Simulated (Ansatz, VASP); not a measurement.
Given: the input of a run of VASP 6.6.1 on HfC.

Contents of INCAR:

```
SYSTEM = HfC
ALGO = Normal
EDIFF = 1E-7
ENCUT = 520
GGA = PE
ISIF = 2
ISMEAR = -1
LASPH = .TRUE.
LCHARG = .FALSE.
LREAL = .FALSE.
LWAVE = .FALSE.
NBANDS = 14
NELM = 80
PREC = Accurate
SIGMA = 0.05
```

The input KPOINTS:

```
k-points
0
G
  10 10 10
  0 0 0
```

Contents of POSCAR:

```
HfC
1.0
    0.0000000000      2.3250000000      2.3250000000
    2.3250000000      0.0000000000      2.3250000000
    2.3250000000      2.3250000000      0.0000000000
Hf C
1 1
Direct
    0.4887240000      0.5083250000      0.4884190000
   -0.0098520000      0.0191000000     -0.0063350000
```

Potentials or basis: VASP PAW PBE potentials, release 64 (Hf_pv, C).

Launch:

```console
$ cat potpaw_PBE.64/Hf_pv/POTCAR potpaw_PBE.64/C/POTCAR > POTCAR
$ mpirun -np 1 vasp_std > vasp.out
```

Problem. Set up the same calculation for Ansatz 0.2.0. Potentials there: Ansatz PAW.

Solution. As run (the cutoff follows the program's own potentials):

The input input.yaml:

```yaml
crystal:
  lattice:
    - [0.0, 2.325, 2.325]
    - [2.325, 0.0, 2.325]
    - [2.325, 2.325, 0.0]
  atoms:
    - { symbol: Hf, position: [0.488724, 0.508325, 0.488419] }
    - { symbol: C, position: [-0.009852, 0.0191, -0.006335] }
hamiltonian:
  xc: pbe
  pseudopotentials: { kind: paw }
kpoints:
  mp_grid: { grid: [10, 10, 10] }
scf:
  occupations: { method: fermi_dirac, width: 0.05 }
output:
  forces: true
  stress: true
  eigenvalues: true
```

Potentials or basis: Ansatz PAW.

Launch:

```bash
$ ansatz run input.yaml --threads 1 --pin off --max-ram 3584MiB --backend cpu --events-out ev --progress --plain --runs-dir out
```

Both were run:

|  | VASP | Ansatz | Ansatz less VASP |
| --- | --- | --- | --- |
| gap on the k mesh at the Fermi level (eV) | none | none | - |
| pressure (GPa) | -0.2 | 0.5 | +0.64 |
| largest component of the traceless stress (GPa) | 0.16 | 0.16 | -0.002 |
| rms of the force components (eV/Å) | 0.209 | 0.214 | +0.0046 |

Atom by atom the forces differ by 0.005 eV/Å (rms over components). A gap of «none» marks a metal or a gap that the smearing closes. The two sets of potentials don't hold the same shells in valence.

Spin-orbit coupling is left out, which matters for the levels of Hf.
